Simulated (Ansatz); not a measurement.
In doubt: one-shot GW on d or f shells is unsure, so the values of those runs are not to be relied on.

Rows from a G0W0 calculation on CuI (Marshite) (Ansatz 0.2.0; G0W0 on PBE, plane waves, PAW; 4×4×4 mesh, 232 empty bands, screening to 150 eV), in eV. Spin-orbit coupling is left out.

The database entry behind the starting cell differs from later determinations by our own check (about 0.15 % long (mineral sample)), so it need not match the best structure at ambient conditions.

| row | k | band | start | Σx | Σc at the solution | Vxc |
| --- | --- | --- | --- | --- | --- | --- |
| A | Γ | c2 | 13.037 | -6.646 | -4.312 | -11.143 |
| B | Γ | v1 | 8.168 | -35.917 | 5.503 | -29.833 |
| C | Γ | c1 | 9.287 | -8.061 | -4.238 | -12.503 |

**Question.** Work out each quasiparticle level and how far it moved.

The quasiparticle equation reads E = start + Σx + Σc(E) − Vxc.

| row | E (eV) | shift (eV) |
| --- | --- | --- |
| A | 13.222 | +0.185 |
| B | 7.587 | −0.582 |
| C | 9.491 | +0.204 |

Limits: not at the basis limit; d shell near the gap, gap tends to lie low; no spin-orbit coupling.

[Runs of the session that timed out or met a known fault of the program may be left out.]

[Cells called generated may have been cut or substituted from an entry of the Crystallography Open Database or the Materials Project.]

[Hosts, paths, dates, database ids (printed as entryN), source tags and the programs' standing remarks are cut or masked in the printed files.]
